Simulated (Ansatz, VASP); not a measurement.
## C in VASP and in Ansatz

```
C
1.0
     0.00000    1.78338    1.78338
     1.78338    0.00000    1.78338
     1.78338    1.78338    0.00000
C
2
Direct
  0.50000 0.50000 0.50000
  0.75000 0.75000 0.75000
```

Alike in both runs: task single point; functional r2SCAN; k mesh 12 × 12 × 12; occupations fermi-dirac, width 0.001 eV; no spin polarisation.

```csv
,VASP,Ansatz
version,VASP 6.6.1,Ansatz 0.2.0
potentials or method,"VASP PAW PBE potentials, release 64 (C)","PAW, plane waves, scalar-relativistic"
plane-wave cutoff (eV),520,500
valence electrons in the cell,8,8
```

```csv
,VASP,Ansatz,Ansatz less VASP
pressure (GPa),-1.3,-2.4,-1.09
```

Caveats: the PAW data sets were made with another functional, which shifts forces and pressure a little (VASP).
